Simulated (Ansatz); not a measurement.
# 3-layer blue phosphorene (AB) in a perpendicular field

Wanted: the out-of-plane response of the 3-layer blue phosphorene (AB). A positive field points along +c.

Program: Ansatz 0.2.0. Level of theory: plane-wave DFT, PBE-D3(BJ), Ansatz PAW. Results are calculated unless marked as measured.

## 1. Starting point

The cell holds 6 atoms: 6 P. Cell: a = 3.280 Å, b = 3.280 Å, c = 51.220 Å, α = 90.0°, β = 90.0°, γ = 120.0°. Regions: layer 1: blue phosphorene, 2 atoms (2 P); layer 2: blue phosphorene, 2 atoms (2 P); layer 3: blue phosphorene, 2 atoms (2 P). Vacuum lies along c.

## 2. Relaxing the slab

The starting cell is a guess, so the in-plane lattice and the atoms are relaxed first, with the slab cut off from its images along the normal.

File input.yaml:

```yaml
crystal:
  lattice:
    - [3.28, 0.0, 0.0]
    - [-1.64, 2.8405633244, 0.0]
    - [0.0, 0.0, 51.2200000002]
  atoms:
    - { symbol: P, position: [0.6666666667, 0.3333333333, 0.4012104647] }
    - { symbol: P, position: [0.3333333333, 0.6666666667, 0.4254197579] }
    - { symbol: P, position: [0.0, 0.0, 0.4878953534] }
    - { symbol: P, position: [0.6666666667, 0.3333333333, 0.5121046466] }
    - { symbol: P, position: [0.6666666667, 0.3333333333, 0.5745802421] }
    - { symbol: P, position: [0.3333333333, 0.6666666667, 0.5987895353] }
  periodic: [true, true, false]
kpoints:
  mp_grid: { grid: [12, 12, 1] }
hamiltonian:
  xc: pbe
  dispersion: d3bj
scf:
  occupations: { method: fermi_dirac, width: 0.05 }
  convergence: { dr2_threshold: 1.0e-09 }
relax:
  f_tol: 0.004
  max_steps: 90
  cell: {}
output:
  write_potential: true
  write_density: true
  volumetric_format: npy
```

On the command line:

```
ansatz run input.yaml --threads 2 --pin off --max-ram 4096MiB --backend cpu --events-out ev --progress --plain --runs-dir out
```

Numbers of over 12 decimals in the logs are rounded to 6 here.

What it wrote:

```text
Warning: relax.cell: scf.convergence.dr2_threshold = 1e-9 eV is looser than the 1.48216071421e-10 eV advised for a relaxation that steers and ends on the stress (1e-10 eV for each atom of the cell: 6, times the square of relax.cell.stress_2d_tol = 0.05 N/m over 20.1 Å (the atoms' height at the walk's start and 5 Å past either face), 2.485e-2 GPa, over a crystal's default 0.05). What an SCF threshold leaves in a stress goes as its square root, and in the free energy as the threshold itself, and one threshold admits the most on a small cell: [figures from the program's tests cut] Set scf.convergence.dr2_threshold to 1.48216071421e-10 eV or tighter. [rest of the remark cut]
Engine: ansatz 0.2.0, x86_64-unknown-linux-gnu
Pseudopotentials: kind: paw
Pseudopotential: P, paw, valence charge 5, recommended cutoff 420 eV (normal), P.paw.azcp
Functional definition: PBE
  parameter kappa = 0.804
  parameter beta = 0.066725
  exchange = pbe_x(kappa = kappa, mu = beta*pi^2/3)
  correlation = pbe_c(beta = beta)
Crystal: 6 atoms, lattice volume = 477.219 Å³
Basis set: ecut = 420 eV, 9507 PW (Γ), exchange–correlation on 48×48×720 points (8 copies of the dense FFT grid, shifted against one another)
Bands: 21, of which v1, the nominal top of the filled ones, is band 15 counted from 1 (14 counted from 0)
Symmetry: 6 space group operations
Space group: P3m1 (ITA 156), of the structure as read, at distance tolerance 7.8e-5 Å
k-points: 19 of 144 (time reversal used)
Non-local potential: P, projectors of the file, l = 0: 2, l = 1: 2, l = 2: 2
PAW form: soft (Blöchl's): semilocal exchange-correlation on the pseudo side does not see the compensation charge
PAW one-centre angular grid: P, 110 points (default); XC on 64 Gauss nodes
Initial density: superposition of atomic densities (neutral atoms: chi_scale 0, normalization atom), corrected by the library's trained network
Initial wavefunctions: pseudopotential atomic-orbital guess
Functional: x = pbe(κ = 0.804, μ = 0.219515), c = pbe(β = 0.066725)
SCF iter   1: F=—  HF=-4535.399098 eV  |F-HF|=—  |Δ(HF+E_count)|=         —  Δρ=1.28e-3  dr2=3.57e-2  ethr=1.77e-3  ⟨swp⟩=13.4  Hψ=3813  notcnv=0
preconditioner: auto → LDOS  [insulator: Δε(μ)=0.404 eV  Ē_g=8.744 eV  σ=0.050 eV  W_gap=0.96  n_scr=28 (ndim 8)  ℏωp=9.3 eV  f_vac=0.717  D(μ)=0.12/eV (n_scr^D=2)  ε∞_Penn≈2.1  β→1.0]
SCF iter   2: F=—  HF=-4535.407399 eV  |F-HF|=—  |Δ(HF+E_count)|=   8.30e-3  Δρ=1.39e-3  dr2=8.81e-2  ethr=1.19e-4  ⟨swp⟩=4.6  Hψ=1183  notcnv=0  defer=9
SCF iter   3: F=—  HF=-4535.398114 eV  |F-HF|=—  |Δ(HF+E_count)|=   9.29e-3  Δρ=7.49e-4  dr2=1.88e-2  ethr=1.19e-4  ⟨swp⟩=3.8  Hψ=869  notcnv=0  defer=9
SCF iter   4: F=—  HF=-4535.395697 eV  |F-HF|=—  |Δ(HF+E_count)|=   2.42e-3  Δρ=1.64e-4  dr2=1.06e-3  ethr=6.27e-5  ⟨swp⟩=2.3  Hψ=569  notcnv=0  defer=9
SCF iter   5: F=—  HF=-4535.395608 eV  |F-HF|=—  |Δ(HF+E_count)|=   8.89e-5  Δρ=5.88e-5  dr2=1.51e-4  ethr=3.54e-6  ⟨swp⟩=2.9  Hψ=752  notcnv=0  defer=9
SCF iter   6: F=—  HF=-4535.395594 eV  |F-HF|=—  |Δ(HF+E_count)|=   1.37e-5  Δρ=1.64e-5  dr2=1.41e-5  ethr=5.02e-7  ⟨swp⟩=2.6  Hψ=629  notcnv=0  defer=9
SCF iter   7: F=—  HF=-4535.395592 eV  |F-HF|=—  |Δ(HF+E_count)|=   1.54e-6  Δρ=7.55e-6  dr2=1.90e-6  ethr=4.69e-8  ⟨swp⟩=2.7  Hψ=692  notcnv=0  defer=9
SCF iter   8: F=—  HF=-4535.395541 eV  |F-HF|=—  |Δ(HF+E_count)|=   5.10e-5  Δρ=3.46e-6  dr2=1.22e-6  ethr=6.34e-9  ⟨swp⟩=3.1  Hψ=731  notcnv=0  defer=7
SCF iter   9: F=—  HF=-4535.395541 eV  |F-HF|=—  |Δ(HF+E_count)|=   9.85e-8  Δρ=1.18e-6  dr2=9.53e-8  ethr=4.07e-9  ⟨swp⟩=2.1  Hψ=453  notcnv=0  defer=7
SCF iter  10: F=—  HF=-4535.395541 eV  |F-HF|=—  |Δ(HF+E_count)|=   2.24e-9  Δρ=6.66e-7  dr2=6.07e-9  ethr=3.18e-10  ⟨swp⟩=2.8  Hψ=676  notcnv=0  defer=7
SCF iter  11: F=-4535.395541 eV  HF=-4535.395541 eV  |F-HF|=1.20e-10  |Δ(HF+E_count)|=   2.47e-9  Δρ=2.00e-7  dr2=8.49e-10  ethr=3.33e-12  ⟨swp⟩=9.5  Hψ=3613  notcnv=0
SCF 1 converged in 11 iterations: F = -4535.395541 eV  dr2 = 8.49e-10
  greatest PAW one-centre occupation: 0.821 electrons in one spin orbital (limit 2), on the P atom at site 4 (counted from 0), in its partial waves of l = 0
relax step   1: F+E_penalty+E_count = -4535.39554133 eV  Δ(F+E_penalty+E_count) = +0.000e0 eV  max|allowed force component| = 3.995e-1 eV/Å  Δτ_max = 0.0000 Å  P = -1.787 N/m  Ω = 477.219 Å³  fix = [c, alpha, beta]  reactions: c -0.000 N/m  (11 SCF iters, accepted)
Crystal: 6 atoms, lattice volume = 473.618 Å³
Basis set: ecut = 420 eV, 9447 PW (Γ), exchange–correlation on 48×48×720 points (8 copies of the dense FFT grid, shifted against one another)
Initial density: handed on by an earlier stage of this run
Initial wavefunctions: those handed on with the density
iter 1 solved again at ethr=3.30e-4 eV; its pass at ethr=3.10e-3 eV (dr2=9.90e-2 eV) is discarded
SCF iter   1: F=—  HF=-4535.488449 eV  |F-HF|=—  |Δ(HF+E_count)|=         —  Δρ=6.23e-3  dr2=1.00e-1  ethr=3.30e-4  ⟨swp⟩=2.3  Hψ=4283  notcnv=0  defer=1
preconditioner: auto → Resta (q_TF=auto, 1.723 Å⁻¹)  ε∞=2.1  [insulator: Δε(μ)=0.580 eV  Ē_g=8.792 eV  σ=0.050 eV  W_gap=0.99  n_scr=28 (ndim 8)  ℏωp=9.3 eV  f_vac=0.710  D(μ)=0.02/eV (n_scr^D=0)  ε∞_Penn≈2.1  vacuum switching on, ρ_ref=5.6e-3 e/Å³]
SCF iter   2: F=—  HF=-4535.485431 eV  |F-HF|=—  |Δ(HF+E_count)|=   3.02e-3  Δρ=3.17e-3  dr2=3.17e-2  ethr=3.30e-4  ⟨swp⟩=2.7  Hψ=625  notcnv=0
SCF iter   3: F=—  HF=-4535.491320 eV  |F-HF|=—  |Δ(HF+E_count)|=   5.89e-3  Δρ=1.50e-3  dr2=5.16e-2  ethr=1.06e-4  ⟨swp⟩=4.1  Hψ=906  notcnv=0  defer=3
SCF iter   4: F=—  HF=-4535.486362 eV  |F-HF|=—  |Δ(HF+E_count)|=   4.96e-3  Δρ=2.86e-4  dr2=2.53e-3  ethr=1.06e-4  ⟨swp⟩=2.7  Hψ=680  notcnv=0  defer=4
SCF iter   5: F=—  HF=-4535.486163 eV  |F-HF|=—  |Δ(HF+E_count)|=   2.00e-4  Δρ=1.86e-4  dr2=3.63e-4  ethr=8.44e-6  ⟨swp⟩=2.8  Hψ=795  notcnv=0  defer=3
SCF iter   6: F=—  HF=-4535.486192 eV  |F-HF|=—  |Δ(HF+E_count)|=   2.97e-5  Δρ=7.11e-5  dr2=9.18e-5  ethr=1.21e-6  ⟨swp⟩=2.8  Hψ=793  notcnv=0
SCF iter   7: F=—  HF=-4535.486184 eV  |F-HF|=—  |Δ(HF+E_count)|=   8.60e-6  Δρ=3.91e-5  dr2=2.41e-5  ethr=3.06e-7  ⟨swp⟩=2.4  Hψ=591  notcnv=0
SCF iter   8: F=—  HF=-4535.486181 eV  |F-HF|=—  |Δ(HF+E_count)|=   2.83e-6  Δρ=1.22e-5  dr2=1.24e-6  ethr=8.04e-8  ⟨swp⟩=2.6  Hψ=681  notcnv=0
SCF iter   9: F=—  HF=-4535.486137 eV  |F-HF|=—  |Δ(HF+E_count)|=   4.44e-5  Δρ=2.97e-6  dr2=5.13e-8  ethr=4.14e-9  ⟨swp⟩=3.1  Hψ=820  notcnv=0
SCF iter  10: F=—  HF=-4535.486137 eV  |F-HF|=—  |Δ(HF+E_count)|=   1.06e-7  Δρ=7.41e-7  dr2=3.76e-9  ethr=1.71e-10  ⟨swp⟩=3.2  Hψ=853  notcnv=0
[...]
SCF iter   5: F=—  HF=-4535.498767 eV  |F-HF|=—  |Δ(HF+E_count)|=   5.70e-5  Δρ=1.24e-4  dr2=7.41e-4  ethr=1.07e-6  ⟨swp⟩=3.3  Hψ=852  notcnv=0  defer=2
SCF iter   6: F=—  HF=-4535.498693 eV  |F-HF|=—  |Δ(HF+E_count)|=   7.43e-5  Δρ=2.19e-5  dr2=1.16e-5  ethr=1.07e-6  ⟨swp⟩=2.2  Hψ=574  notcnv=0
SCF iter   7: F=—  HF=-4535.498691 eV  |F-HF|=—  |Δ(HF+E_count)|=   2.03e-6  Δρ=1.59e-5  dr2=8.19e-6  ethr=3.88e-8  ⟨swp⟩=3.1  Hψ=840  notcnv=0
SCF iter   8: F=—  HF=-4535.498690 eV  |F-HF|=—  |Δ(HF+E_count)|=   9.50e-7  Δρ=6.31e-6  dr2=1.76e-7  ethr=2.73e-8  ⟨swp⟩=2.4  Hψ=538  notcnv=0
SCF iter   9: F=—  HF=-4535.498643 eV  |F-HF|=—  |Δ(HF+E_count)|=   4.69e-5  Δρ=2.36e-6  dr2=7.20e-8  ethr=5.87e-10  ⟨swp⟩=3.2  Hψ=912  notcnv=0
SCF iter  10: F=—  HF=-4535.498643 eV  |F-HF|=—  |Δ(HF+E_count)|=   6.85e-9  Δρ=5.78e-7  dr2=3.92e-9  ethr=2.40e-10  ⟨swp⟩=2.8  Hψ=737  notcnv=0
SCF iter  11: F=-4535.498643 eV  HF=-4535.498643 eV  |F-HF|=1.27e-11  |Δ(HF+E_count)|=  8.19e-10  Δρ=1.06e-7  dr2=9.86e-11  ethr=3.33e-12  ⟨swp⟩=12.4  Hψ=3379  notcnv=0
SCF 3 converged in 11 iterations: F = -4535.498643 eV  dr2 = 9.86e-11
relax step   3: F+E_penalty+E_count = -4535.49864303 eV  Δ(F+E_penalty+E_count) = -1.251e-2 eV  max|allowed force component| = 1.490e-1 eV/Å  Δτ_max = 0.1428 Å  P = +0.265 N/m  Ω = 469.859 Å³  energy of the carried Pulay correction = +2.408e-4 eV  fix = [c, alpha, beta]  reactions: c +0.000 N/m  (11 SCF iters, accepted)
[...]
relax step   4: F+E_penalty+E_count = -4535.50640232 eV  Δ(F+E_penalty+E_count) = -7.759e-3 eV  max|allowed force component| = 1.146e-1 eV/Å  Δτ_max = 0.1958 Å  P = -0.357 N/m  Ω = 471.435 Å³  energy of the carried Pulay correction = +1.889e-4 eV  fix = [c, alpha, beta]  reactions: c -0.000 N/m  (11 SCF iters, accepted)
[...]
relax step   5: F+E_penalty+E_count = -4535.50786668 eV  Δ(F+E_penalty+E_count) = -1.464e-3 eV  max|allowed force component| = 1.006e-2 eV/Å  Δτ_max = 0.0225 Å  P = +0.052 N/m  Ω = 469.283 Å³  energy of the carried Pulay correction = +2.597e-4 eV  fix = [c, alpha, beta]  reactions: c +0.000 N/m  (10 SCF iters, accepted)
[...]
relax step   6: F+E_penalty+E_count = -4535.50789213 eV  Δ(F+E_penalty+E_count) = -2.546e-5 eV  max|allowed force component| = 1.985e-3 eV/Å  Δτ_max = 0.0068 Å  P = +0.007 N/m  Ω = 469.509 Å³  energy of the carried Pulay correction = +2.523e-4 eV  fix = [c, alpha, beta]  reactions: c +0.000 N/m  (9 SCF iters, accepted)
Initial wavefunctions: pseudopotential atomic-orbital guess (no wavefunctions were taken with the density)
iter 1 solved again at ethr=1.72e-7 eV; its pass at ethr=3.10e-3 eV (dr2=5.16e-5 eV) is discarded
SCF iter   1: F=—  HF=-4535.507730 eV  |F-HF|=—  |Δ(HF+E_count)|=         —  Δρ=5.83e-6  dr2=1.53e-8  ethr=1.72e-7  ⟨swp⟩=5.8  Hψ=5837  notcnv=0
eigensolver tolerance schedule: the retry pair's looser diagonalisation over-reported the residual by 3375.60 of it (diagonalisation noise at 0.23 of the residual, at the tolerance the schedule requests for it); recorded, not acted on — ethr = c·dr2/N_el stays at c = 1.0e-1
SCF iter   2: F=—  HF=-4535.507681 eV  |F-HF|=—  |Δ(HF+E_count)|=   4.88e-5  Δρ=2.95e-6  dr2=3.80e-9  ethr=5.10e-11  ⟨swp⟩=5.1  Hψ=1393  notcnv=0
SCF iter   3: F=—  HF=-4535.507682 eV  |F-HF|=—  |Δ(HF+E_count)|=   4.32e-8  Δρ=4.61e-7  dr2=3.52e-9  ethr=3.33e-12  ⟨swp⟩=15.8  Hψ=3799  notcnv=0
SCF iter   4: F=-4535.507682 eV  HF=-4535.507682 eV  |F-HF|=4.11e-10  |Δ(HF+E_count)|=  1.54e-10  Δρ=1.90e-7  dr2=6.44e-10  ethr=3.33e-12  ⟨swp⟩=8.4  Hψ=2821  notcnv=0
SCF 7 converged in 4 iterations: F = -4535.507682 eV  dr2 = 6.44e-10
relax step   7: F+E_penalty+E_count = -4535.50768152 eV  Δ(F+E_penalty+E_count) = +2.106e-4 eV  max|allowed force component| = 1.940e-3 eV/Å  Δτ_max = 0.0000 Å  P = -0.000 N/m  Ω = 469.509 Å³  fix = [c, alpha, beta]  reactions: c -0.000 N/m  stress off target by 4.79e-4 N/m on what of the cell is left free  SCF on the basis re-selected at this cell (its energy is not comparable with the rows above)  (4 SCF iters)
basis re-selected at this cell: Δ(F+E_penalty+E_count) = +2.106e-4 eV, ΔP = -0.008 N/m vs the last step (what re-selecting the basis moved, of the pressure what is left beyond the Pulay correction that the steps carried, after the strain that the cell walked since its last selection, with what the two solves' SCF thresholds leave and, on support functions, any second-order correction that the steps lacked; it is no m [...]
WARN: The output density's exchange-correlation potential varies sharply where the density is thin. Do not read a vacuum level from v_tot or v_xc, or from such a field of the output density. On a cell that repeats whose density bears no net charge and no dipole along the vacuum's axis use v_es (v_loc + v_h of the components); under efield.dipole_correction with no amplitude use v_es + v_field, which holds any externa [...]
SCF converged after 4 iterations
Free energy (F): -4535.507682 eV
Harris-Foulkes:  -4535.507682 eV  (|F-HF|=4.11e-10)
Internal energy: -4535.507673 eV  (E = F + TS)
E sigma→0 (E₀):  -4535.507677 eV
Entropy (-TS):   -0.000009 eV (-0.001 meV/atom)
Fermi energy:    -4.956554 eV
--- Per-component energies (eV) ---
  E_band       = -342.719699
  E_kinetic    = 418.468667
  E_local      = -73057.007576  (includes V_loc(G=0)·N_el)
  E_nonlocal   = 204.238276
  E_hartree    = 36249.116873
  E_xc         = -366.607695
  E_vxc        = -361.374280  (∫ρ·V_xc dr)
  E_paw        = -3416.091791  (= ΣΔE_a)
  E_vpaw       = -45.277312  (= ΣTr[D̂ρ^β])
  E_aug_tail   = 0.000020  (compensation charges beyond the density's cutoff)
  E_ewald      = 35434.018365
  E_disp       = -1.642811  (pairwise vdW)
  E_smearing   = -0.000009  (= −TS)
  E_closure    = -0.000000  (closes the sum)
  Σ components = -4535.507682   (vs F -4535.507682, Δ=0.00e0)
--- Forces (eV/Å), atoms counted from 1 ---
  atom   1  P     -0.00000000     0.00000000    -0.00101821
  atom   2  P      0.00000000    -0.00000000     0.00154875
  atom   3  P     -0.00000000     0.00000000    -0.00006204
  atom   4  P      0.00000000    -0.00000000    -0.00193977
  atom   5  P     -0.00000000     0.00000000     0.00182301
  atom   6  P      0.00000000    -0.00000000    -0.00034834
  max |Σ_I F_I| component: 3.40e-6 eV/Å
--- 2D stress c σ (N/m, compression-positive) ---
       -0.000479      -0.000000      -0.000000
       -0.000000      -0.000479      -0.000000
       -0.000000      -0.000000      -0.000000
  P = ½ c Tr σ = -0.0005 N/m
--- Band table (eV; the first three rows and the last of 19) ---
  k-point 0: bands = [... 11 lower, -6.2330, -6.2144, -6.2144, -5.6018, -2.2558, -2.2558, -2.2285, -2.1890, ... 2 higher]
  k-point 1: bands = [... 11 lower, -6.5069, -6.4827, -6.4707, -5.5566, -2.5597, -2.4950, -2.4575, -1.9342, ... 2 higher]
  k-point 2: bands = [... 11 lower, -7.0303, -7.0211, -6.3764, -5.4935, -3.2387, -3.1763, -3.1393, -1.3089, ... 2 higher]
  k-point 18: bands = [... 11 lower, -8.0091, -7.9437, -7.9254, -7.6654, -4.1092, -4.0969, -4.0392, -1.4295, ... 2 higher]
  the weakly bound empty levels are not read free of the cell's end (no_gap_told)
--- Relaxed structure (6 steps of the walk, 6 accepted, 1 SCFs on fresh bases) ---
  F+E_penalty+E_count = -4535.50768152 eV   max|allowed force component| = 1.940e-3 eV/Å   (the final SCF, on the basis selected at the relaxed cell)
  cell:  # Å, volume = 469.5091 Å³
    - [3.253396, 0.0, 0]
    - [-1.626698, 2.817524, 0]
    - [0, 0, 51.2200000002]
  atoms:
    - { symbol: P, position: [0.666667, 0.333333, 0.395297] }
    - { symbol: P, position: [0.333333, 0.666667, 0.419578] }
    - { symbol: P, position: [-3.162827524022562e-17, -1.8503717076816675e-17, 0.484420] }
    - { symbol: P, position: [0.666667, 0.333333, 0.508701] }
    - { symbol: P, position: [0.666667, 0.333333, 0.583841] }
    - { symbol: P, position: [0.333333, 0.666667, 0.608163] }
```

The job ended after 2.7 min (2 threads of Intel Xeon at 2.50GHz (Skylake/Cascade Lake), shared host; peak memory 0.66 GiB; 5.3 min of CPU time).

The steps of the relaxation:

```csv
step,energy less that of the first step (eV),largest force component (eV/Å),volume (Å³)
1,0.0000,0.3995,477.22
2,-0.0906,0.1550,473.62
3,-0.1031,0.1490,469.86
4,-0.1109,0.1146,471.44
5,-0.1123,0.0101,469.28
6,-0.1124,0.0020,469.51
7*,-0.1121,0.0019,469.51
```

Relaxation steps marked * repeat the geometry before them on a plane-wave basis chosen anew for their cell, so energy and pressure can jump there.

The run keeps the 6 symmetry operations that it works with, so distortions that break them were not tested.

| cell as run | before | after | change |
| --- | --- | --- | --- |
| a (Å) | 3.280 | 3.253 | -0.8 % |
| b (Å) | 3.280 | 3.253 | -0.8 % |

The atoms that moved most (Å, along periodic axes as changes of fractional coordinates times the final cell, across vacuum about the mean position):

```
atom     dx     dy      dz  length
  P6  0.000  0.000   0.480   0.480
  P5  0.000  0.000   0.474   0.474
  P1  0.000  0.000  -0.303   0.303
  P2  0.000  0.000  -0.299   0.299
  P3  0.000  0.000  -0.178   0.178
  P4  0.000  0.000  -0.174   0.174
```

The lattice constant a goes from 3.280 to 3.253 Å.

[end of part 1 of 3]

[Logs are printed without paths, hosts, clocks, repeated set-up lines and the standing remarks that a program may print on its own settings, such as how far it seeks lower states.]

[Hosts, paths, dates, database ids (printed as entryN), source tags and the programs' standing remarks are cut or masked in the printed files.]

[Maps of the electrostatic potential energy from Ansatz leave out the sawtooth potential of an applied field or a dipole correction, so their vacuum need not be flat; planar profiles and work functions include it.]
